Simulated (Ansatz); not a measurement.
## A strain series on ZnO (rocksalt): uniaxial along z, other directions held

ZnO in the rocksalt structure, relaxed with r2SCAN in Ansatz, then strained (uniaxial along z, other directions held; changes of length per length, axes as in the cell below) with the atoms relaxed again within the symmetry that is left. Space group Fm-3m (No. 225), cubic; a = 4.268 Å in the conventional setting, 9.72 Å³ an atom. Around Zn lie 6 O at 2.13 Å; around O lie 6 Zn at 2.13 Å. The calculation is spin-unpolarised, and the structure need not be a phase that has been made.

```yaml
crystal:
  lattice:
    - [0.00000, 2.13377, 2.13377]
    - [2.13377, 0.00000, 2.13377]
    - [2.13377, 2.13377, 0.00000]
  atoms:
    - { symbol: Zn, position: [0.00000, 0.00000, 0.00000] }
    - { symbol: O, position: [0.50000, 0.50000, 0.50000] }
```

Gaps are the least over each mesh (PBE 10×10×10, r2SCAN 10×10×10, HSE06 8×8×8 when unstrained) and the special points, which keep their unstrained names; stress is the change from the unstrained cell, compression positive.

```
strain (%)  gap, PBE (eV)  gap, r2SCAN (eV)  gap, HSE06 (eV)  edges, HSE06  stress along the strain, r2SCAN (GPa)  energy rise, r2SCAN (meV/atom)
       0.0          0.950             1.567            2.739         L → Γ                                   0.00                             0.0
     +2.13          0.795             1.404            2.555         L → Γ                                  -4.91                             3.3
     +3.89          0.681             1.281            2.417         L → Γ                                  -8.09                            10.3
     +5.34          0.594             1.187            2.311         L → Γ                                 -10.21                            18.4
```

Q: Estimate the row for a strain of +5.76 %.

A:
```
strain (%)  gap, PBE (eV)  gap, r2SCAN (eV)  gap, HSE06 (eV)  edges, HSE06  stress along the strain, r2SCAN (GPa)  energy rise, r2SCAN (meV/atom)
     +5.76          0.570             1.161            2.281         L → Γ                                 -10.75                            21.1
```

The meshes of the hybrids are coarse, so their gaps aren't converged to the digits shown.
